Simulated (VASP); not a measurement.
A run of VASP 6.6.1 is set up as follows.

Contents of INCAR:

```
ALGO = Normal
EDIFF = 1E-7
EDIFFG = -0.005
ENCUT = 600
GGA = PE
IBRION = 2
ISIF = 3
ISMEAR = 0
IVDW = 12
KPAR = 2
LASPH = T
LCHARG = F
LREAL = F
LWAVE = F
NELM = 80
NSW = 90
PREC = Accurate
SIGMA = 0.03
```

File KPOINTS:

```
k-points
0
Gamma
  6 6 8
```

The input POSCAR:

```
SnO2                                    
1.0
    4.7943559212     -0.0000000000      0.0000000000
    0.0000000000      4.7943559212      0.0000000000
    0.0000000000      0.0000000000      3.2353782218
  Sn              O             
     2     4
Direct
     0.0000000000000000    0.0000000000000000    0.0000000000000000
     0.5000000000000000    0.5000000000000000    0.5000000000000000
     0.3062121857066943    0.3062121857066943    0.0000000000000000
     0.1937878142933057    0.8062121857066943    0.5000000000000000
     0.6937878142933057    0.6937878142933057    1.0000000000000000
     0.8062121857066943    0.1937878142933057    0.5000000000000000
```

Potentials or basis: VASP PAW PBE potentials, release 64 (Sn_d, O).

The run is started by

```sh
$ cat potpaw_PBE.64/Sn_d/POTCAR potpaw_PBE.64/O/POTCAR > POTCAR
$ mpirun -np 2 vasp_std > vasp.out
```

Problem. Estimate the dispersion energy per atom.

Solution. -0.214 eV.

Problem. What does it give for the space group after relaxing (to 0.05 Å)?

Solution. P4_2/mnm (No. 136).

Problem. Estimate the relaxed volume.

Solution. 12.40 Å³/atom.

Final structure:
```xyz
6
Lattice="4.7958 0.0000 0.0000 0.0000 4.7958 0.0000 0.0000 0.0000 3.2345" Properties=species:S:1:pos:R:3 pbc="T T T"
Sn    4.7958    0.0000    3.2345
Sn    2.3979    2.3979    1.6172
O     1.4684    1.4684    0.0000
O     0.9295    3.8663    1.6172
O     3.3274    3.3274    3.2345
O     3.8663    0.9295    1.6172
```
